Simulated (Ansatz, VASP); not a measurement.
Two plane-wave programs on GaN

```
Ga N
1.0
     3.12030    0.00000    0.00000
     0.00000    5.04076    0.00000
     0.00000    0.00000    5.51091
Ga N
4 4
Direct
  0.00000 0.00093 0.33393
  0.50000 0.00093 0.83393
  0.50000 0.50093 0.16607
  0.00000 0.50093 0.66607
  0.00000 0.62107 0.33531
  0.50000 0.62107 0.83531
  0.50000 0.12107 0.16469
  0.00000 0.12107 0.66469
```

Alike in both runs: functional LDA; k mesh 10 × 6 × 6; occupations gaussian, width 0.02 eV; no spin polarisation.

Ansatz relaxed the structure, and its values are those at the end. VASP's run is a single point on that final structure, the one shown.

|  | VASP | Ansatz |
| --- | --- | --- |
| version | VASP 6.6.1 | Ansatz 0.2.0 |
| potentials or method | VASP PAW LDA potentials, release 64 (Ga_d, N) | scalar-relativistic, plane waves, PAW |
| plane-wave cutoff (eV) | 520 | 420 |
| valence electrons in the cell | 72 | 72 |

Ansatz gave:

| Item | Value |
| --- | --- |
| gap on the k mesh at the Fermi level (eV) | 2.26 |
| least direct gap on the mesh (eV) | 2.26 |
| pressure (GPa) | 4.2 |

**Question.** What did VASP give for the same quantities?

**Answer.** gap on the k mesh at the Fermi level (eV): 2.28; least direct gap on the mesh (eV): 2.28; pressure (GPa): 5.4.

Expect the measured gap to be larger: semilocal functionals such as LDA lack the derivative discontinuity.
